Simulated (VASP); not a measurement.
# NaF (Fm-3m) in VASP: a series of runs

The runs below take NaF through relaxation of cell and atoms, with r2SCAN, r2SCAN+rVV10.

Everything below comes from runs of VASP 6.6.1. Logs are shortened: lines on timing, memory, paths and dates and some standing lists are left out, and cuts for length are marked.

## Step 1: Starting point

It takes space group Fm-3m (No. 225, cubic). The conventional cell has a = 4.640 Å, b = 4.640 Å, c = 4.640 Å, α = 90.00°, β = 90.00°, γ = 90.00°. Na (site symmetry m-3m) has 6 F at 2.32 Å as nearest neighbours. Around F (site symmetry m-3m) lie 6 Na at 2.32 Å.

## Step 2: Relaxation of cell and atoms, r2SCAN

Contents of INCAR:

```
PREC     = Accurate       # precision mode
ENCUT    = 600            # plane-wave cutoff, eV
EDIFF    = 1E-7           # SCF threshold, eV
ISMEAR   = 0              # smearing method
SIGMA    = 0.02           # smearing width, eV
LREAL    = F              # projectors in reciprocal space
LASPH    = T              # aspherical terms in the spheres
NELM     = 80             # most SCF steps
ALGO     = Normal         # electronic algorithm
ISIF     = 3              # what is computed and relaxed
LWAVE    = F              # write WAVECAR
LCHARG   = F              # write CHGCAR
METAGGA  = R2SCAN         # meta-GGA
LMIXTAU  = T            
IBRION   = 2              # ionic algorithm
NSW      = 90             # ionic steps
EDIFFG   = -0.005         # ionic threshold
```

Contents of KPOINTS:

```
Automatic mesh
0
Gamma
  8 8 8
```

Contents of POSCAR:

```
NaF
1.0
    0.0000000000      2.3200000000      2.3200000000
    2.3200000000      0.0000000000      2.3200000000
    2.3200000000      2.3200000000      0.0000000000
Na F
1 1
Direct
    0.0000000000      0.0000000000      0.0000000000
    0.5000000000      0.5000000000      0.5000000000
```

Potentials or basis: VASP PAW PBE potentials, release 64 (Na_pv, F).

Run with:

```
> cat potpaw_PBE.64/Na_pv/POTCAR potpaw_PBE.64/F/POTCAR > POTCAR
> mpirun -np 1 vasp_std > vasp.out
```

OUTCAR:

```text
PREC = Accurate
   ENCUT = 600
   EDIFF = 1E-7
   ISMEAR = 0
   LREAL = F
   LASPH = T
   NELM = 80
   ISIF = 3
   METAGGA = R2SCAN
   IBRION = 2
   NSW = 90
   EDIFFG = -0.005

 ion  position               nearest neighbor table
   1  0.000  0.000  0.000-   2 2.32   2 2.32   2 2.32   2 2.32   2 2.32   2 2.32
   2  0.500  0.500  0.500-   1 2.32   1 2.32   1 2.32   1 2.32   1 2.32   1 2.32

  LATTYP: Found a face centered cubic cell.
 ALAT       =     4.6400000000

  Lattice vectors:

 A1 = (   0.0000000000,   2.3200000000,   2.3200000000)
 A2 = (   2.3200000000,   0.0000000000,   2.3200000000)
 A3 = (   2.3200000000,   2.3200000000,   0.0000000000)

Analysis of symmetry for initial positions (statically):
=====================================================================
 Subroutine PRICEL returns:
 Original cell was already a primitive cell.

 Routine SETGRP: Setting up the symmetry group for a
 face centered cubic supercell.

 Subroutine GETGRP returns: Found 48 space group operations
 (whereof 48 operations were pure point group operations)
 out of a pool of 48 trial point group operations.

The static configuration has the point symmetry O_h .

Analysis of symmetry for dynamics (positions and initial velocities):
=====================================================================
 Subroutine PRICEL returns:
 Original cell was already a primitive cell.

 Routine SETGRP: Setting up the symmetry group for a
 face centered cubic supercell.

 Subroutine GETGRP returns: Found 48 space group operations
 (whereof 48 operations were pure point group operations)
 out of a pool of 48 trial point group operations.

The dynamic configuration has the point symmetry O_h .

 Subroutine INISYM returns: Found 48 space group operations
 (whereof 48 operations are pure point group operations),
 and found     1 'primitive' translations

----------------------------------------------------------------------------------------

                                     Primitive cell

  volume of cell :      24.9743

  direct lattice vectors                    reciprocal lattice vectors
     0.000000000  2.320000000  2.320000000    -0.215517241  0.215517241  0.215517241
     2.320000000  0.000000000  2.320000000     0.215517241 -0.215517241  0.215517241
     2.320000000  2.320000000  0.000000000     0.215517241  0.215517241 -0.215517241

  length of vectors
     3.280975465  3.280975465  3.280975465     0.373286812  0.373286812  0.373286812

  position of ions in fractional coordinates (direct lattice)
     0.000000000  0.000000000  0.000000000
     0.500000000  0.500000000  0.500000000

  ion indices of the primitive-cell ions
   primitive index   ion index
                 1           1
                 2           2

----------------------------------------------------------------------------------------

 KPOINTS: Automatic mesh

Automatic generation of k-mesh.
 Grid dimensions read from file:
 generate k-points for:    8    8    8

 Generating k-lattice:

  Cartesian coordinates                     Fractional coordinates (reciprocal lattice)
    -0.026939655  0.026939655  0.026939655     0.125000000  0.000000000  0.000000000
     0.026939655 -0.026939655  0.026939655     0.000000000  0.125000000  0.000000000
     0.026939655  0.026939655 -0.026939655     0.000000000  0.000000000  0.125000000

  Length of vectors
     0.046660851  0.046660851  0.046660851

  Shift w.r.t. Gamma in fractional coordinates (k-lattice)
     0.000000000  0.000000000  0.000000000

 Subroutine IBZKPT returns following result:
 ===========================================

 Found     29 irreducible k-points:

 Following reciprocal coordinates:
            Coordinates               Weight
  0.000000  0.000000  0.000000      1.000000
  0.125000  0.000000  0.000000      8.000000
  0.250000  0.000000  0.000000      8.000000
  0.375000  0.000000  0.000000      8.000000
  0.500000  0.000000  0.000000      4.000000
  0.125000  0.125000  0.000000      6.000000
[... 16 lines left out ...]
  0.500000  0.250000  0.125000     48.000000
 -0.375000  0.250000  0.125000     24.000000
 [... further k-points ...]
   k-points           NKPTS =     29   k-points in BZ     NKDIM =     29   number of bands    NBANDS=     11
   number of dos      NEDOS =    301   number of ions     NIONS =      2
   total plane-waves  NPLWV =  21952
   dimension x,y,z NGX =    28 NGY =   28 NGZ =   28
   dimension x,y,z NGXF=    56 NGYF=   56 NGZF=   56
   ions per type =               1   1
   NGX,Y,Z   is equivalent  to a cutoff of  14.19, 14.19, 14.19 a.u.
   NGXF,Y,Z  is equivalent  to a cutoff of  28.38, 28.38, 28.38 a.u.
 SYSTEM =  unknown system
   PREC   = accura    normal or accurate (medium, high low for compatibility)
   ISTART =      0    job   : 0-new  1-cont  2-samecut
   ICHARG =      2    charge: 1-file 2-atom 10-const
   ISPIN  =      1    spin polarized calculation?
   LNONCOLLINEAR =      F non collinear calculations
   LSORBIT =      F    spin-orbit coupling
   LASPH  =      T    aspherical Exc in radial PAW
   ENCUT  =  600.0 eV  44.10 Ry    6.64 a.u.   6.55  6.55  6.55*2*pi/ulx,y,z
   NELM   =     80;   NELMIN=  2; NELMDL= -5     # of ELM steps
   EDIFF  = 0.1E-06   stopping-criterion for ELM
   LREAL  =      F    real-space projection
   EDIFFG = -.5E-02   stopping-criterion for IOM
   NSW    =     90    number of steps for IOM
   IBRION =      2    ionic relax: 0-MD 1-quasi-New 2-CG
   NFREE  =      1    steps in history (QN), initial steepest desc. (CG)
   ISIF   =      3    stress and relaxation
   ISYM   =      2    0-nonsym 1-usesym 2-fastsym
   POTIM  = 0.5000    time-step for ionic-motion
   TEBEG  =    0.0;   TEEND  =   0.0 temperature during run
   PSTRESS=    0.0 pullay stress
   NELECT =      14.0000    total number of electrons
   NUPDOWN=      -1.0000    fix difference up-down
   EMIN   =  10.00;   EMAX   =-10.00  energy-range for DOS
   EFERMI =   0.00;   METHOD = LEGACY
   ISMEAR =     0;   SIGMA  =   0.02  broadening in eV -4-tet -1-fermi 0-gaus
   EFERMI_NEDOS =   21; number of points for ismear=-14 and -15
   IALGO  =     38    algorithm
   IMIX   =      4    mixing-type and parameters
     AMIX     =   0.40;   BMIX     =  1.00
     AMIX_MAG =   1.60;   BMIX_MAG =  1.00
  volume/ion in A,a.u.               =      12.49        84.27
  Fermi-wavevector in a.u.,A,eV,Ry     =   1.349852  2.550851 24.791186  1.822101
  Thomas-Fermi vector in A             =   2.477405
   LORBIT       =      0    0 simple, 1 ext, 2 COOP (PROOUT), +10 PAW based schemes
   METAGGA = R2SCAN    functional components
   LHFCALC =     F    Hartree Fock is set to
   AEXX    =    0.0000 exact exchange contribution
   IVDW    =     0    specifies the selected vdW correction
   LEPSILON=     F    determine dielectric tensor
   LRPA    =     F    only Hartree local field effects (RPA)
 conjugate gradient relaxation of ions
 non-spin polarized calculation
 Gauss-broadening in eV      SIGMA  =   0.02
  energy-cutoff  :      600.00
  volume of cell :       24.97
 maximum number of plane-waves:       869
 NGX is ok and might be reduce to    28
   NGX = 13   NGY = 13   NGZ = 13

--------------------------------------- Ionic step        1  -------------------------------------------

 number of electron      14.0000006 magnetization

 Free energy of the ion-electron system (eV)
  ---------------------------------------------------
  ext. energy  EPLUGINS =         0.00000000
  ---------------------------------------------------
  free energy    TOTEN  =       -12.60054003 eV

  energy without entropy =      -12.60054003  energy(sigma->0) =      -12.60054003

------------------------ aborting loop because EDIFF is reached ----------------------------------------

  FORCE on cell =-STRESS in cart. coord.  units (eV):
  Direction    XX          YY          ZZ          XY          YZ          ZX
  --------------------------------------------------------------------------------------
  -------------------------------------------------------------------------------------
  Total       -0.3514030     -0.3514030     -0.3514030      0.0000000      0.0000000      0.0000000
  in kB      -22.5435396    -22.5435396    -22.5435396      0.0000000      0.0000000      0.0000000
  external PRESSURE =     -22.5435396 kB  Pullay stress =       0.0000000 kB
[... 93 lines left out ...]
  energy  without entropy=      -12.6088237431  energy(sigma->0) =      -12.60882374

--------------------------------------- Ionic step        4  -------------------------------------------

 number of electron      13.9999998 magnetization

 E-fermi :  -2.3531     XC(G=0): -10.0611

 val. band max:       -2.4979117255   @ k =   0.0000   0.0000   0.0000
 cond. band min:       4.9864481939   @ k =   0.0000   0.0000   0.0000
 fundamental gap:      7.4843599195
 Fermi energy:        -2.3530938754

 k-point     1 :       0.0000    0.0000    0.0000
  band No.  band energies     occupation
      1     -22.8850      2.00000
      2     -21.8342      2.00000
      3     -21.8339      2.00000
      4     -21.8339      2.00000
      5      -2.4979      2.00000
      6      -2.4979      2.00000
      7      -2.4979      2.00000
      8       4.9864      0.00000
      9      17.6733      0.00000
     10      17.6733      0.00000
     11      17.6733      0.00000
[... 355 lines left out ...]
  energy  without entropy=      -12.6087860315  energy(sigma->0) =      -12.60878603

--------------------------------------- Ionic step        5  -------------------------------------------

 number of electron      14.0000000 magnetization

 Free energy of the ion-electron system (eV)
  ---------------------------------------------------
  ext. energy  EPLUGINS =         0.00000000
  ---------------------------------------------------
  free energy    TOTEN  =       -12.60925542 eV

  energy without entropy =      -12.60925542  energy(sigma->0) =      -12.60925542

 E-fermi :  -2.3437     XC(G=0):  -9.9897

 val. band max:       -2.5566408004   @ k =   0.0000   0.0000   0.0000
 cond. band min:       4.8485175651   @ k =   0.0000   0.0000   0.0000
 fundamental gap:      7.4051583655
 Fermi energy:        -2.3437034448

 k-point     1 :       0.0000    0.0000    0.0000
  band No.  band energies     occupation
      1     -22.9207      2.00000
      2     -21.9322      2.00000
      3     -21.9319      2.00000
      4     -21.9319      2.00000
      5      -2.5567      2.00000
      6      -2.5566      2.00000
      7      -2.5566      2.00000
      8       4.8485      0.00000
      9      17.5192      0.00000
     10      17.5192      0.00000
     11      17.5192      0.00000
[... 351 lines left out ...]
  FREE ENERGIE OF THE ION-ELECTRON SYSTEM (eV)
  ---------------------------------------------------
  free  energy   TOTEN  =       -12.6092554211 eV

  energy  without entropy=      -12.6092554211  energy(sigma->0) =      -12.60925542

 reached required accuracy - stopping structural energy minimisation
```

Run time: 1.7 min. Hardware: 1 thread of Intel Xeon 6975P-C (Granite Rapids), shared host; peak memory 0.16 GiB.

What came out:

```yaml
Free_energy: -12.6093 eV
Relaxed_volume: 11.95 Å³/atom
Relaxed_cell: a = 3.233 Å, b = 3.233 Å, c = 3.233 Å, α = 60.00°, β = 60.00°, γ = 60.00°
Space_group_after_relaxing_to_0.05_Å: Fm-3m (No. 225)
Energy_gained_by_relaxing: 4.4 meV/atom
Ionic_steps: 5
Pressure_after_relaxing: 0.0 GPa
Band_gap_on_the_k_mesh: 7.41 eV, direct
```

Step by step:
| step | energy change (eV) | largest force (eV/Å) | pressure (GPa) | volume (Å³) |
| --- | --- | --- | --- | --- |
| 1 | 0.0000 | 0.0000 | -2.25 | 24.97 |
| 2 | -0.0069 | 0.0000 | -1.00 | 24.34 |
| 3 | -0.0083 | 0.0000 | -0.45 | 24.09 |
| 4 | -0.0082 | 0.0000 | 0.76 | 23.59 |
| 5 | -0.0087 | 0.0000 | 0.00 | 23.90 |

Final structure:
```
CELL_PARAMETERS angstrom
0.00000 2.28624 2.28624
2.28624 0.00000 2.28624
2.28624 2.28624 0.00000
ATOMIC_POSITIONS crystal
Na 0.00000 0.00000 0.00000
F 0.50000 0.50000 0.50000
```

Caveat: the PAW data sets were made with another functional, which shifts forces and pressure a little. r2SCAN opens gaps a little over a GGA but as a rule still falls short of measured ones.

## Step 3: Relaxation of cell and atoms, r2SCAN+rVV10

INCAR, as its differences from that of step 2:

```diff
@@ -14,2 +14,6 @@
 LMIXTAU  = T            
+LUSE_VDW = T            
+IVDW_NL  = 2            
+BPARAM   = 11.95        
+CPARAM   = 0.0093       
 IBRION   = 2              # ionic algorithm
```

KPOINTS is that of step 2.

POSCAR is that of step 2.

Potentials or basis: VASP PAW PBE potentials, release 64 (Na_pv, F).

Run with:

```
> cat potpaw_PBE.64/Na_pv/POTCAR potpaw_PBE.64/F/POTCAR > POTCAR
> mpirun -np 1 vasp_std > vasp.out
```

It took 3.9 min on 1 thread of Intel Xeon 6975P-C (Granite Rapids), shared host; peak memory 0.26 GiB.

The run converged. Its results:

```
Free energy                            : -12.0978 eV
Relaxed volume                         : 11.76 Å³/atom
Relaxed cell                           : a = 3.216 Å, b = 3.216 Å, c = 3.216 Å, α = 60.00°, β = 60.00°, γ = 60.00°
Space group after relaxing (to 0.05 Å) : Fm-3m (No. 225)
Energy gained by relaxing              : 7.9 meV/atom
Ionic steps                            : 5
Pressure after relaxing                : 0.0 GPa
Band gap on the k mesh                 : 7.42 eV, direct
```

Step by step:
```tsv
step	energy change (eV)	largest force (eV/Å)	pressure (GPa)	volume (Å³)
1	0.0000	0.0000	-3.08	24.97
2	-0.0128	0.0000	-1.39	24.12
3	-0.0154	0.0000	-0.51	23.74
4	-0.0141	0.0000	1.38	22.99
5	-0.0159	0.0000	0.01	23.53
```

Final structure:
```xyz
2
Lattice="0.0000 2.2743 2.2743 2.2743 0.0000 2.2743 2.2743 2.2743 0.0000" Properties=species:S:1:pos:R:3 pbc="T T T"
Na    0.0000    0.0000    0.0000
F     2.2743    2.2743    2.2743
```

Levels at points of the mesh, in eV from the valence-band top:
```csv
k point,band 3,band 4,band 5,band 6,band 7,band 8,band 9,band 10,band 11
"(0.00, 0.00, 0.00)",-19.29,-19.29,0.00,0.00,0.00,7.42,20.12,20.12,20.12
"(0.50, 0.00, 0.00)",-19.30,-18.77,-1.69,-0.30,-0.30,11.91,13.83,21.98,21.99
"(0.50, 0.50, 0.00)",-19.35,-19.35,-1.36,-0.43,-0.43,14.02,14.47,15.37,21.81
```

Caveat: the PAW data sets were made with another functional, which shifts forces and pressure a little.
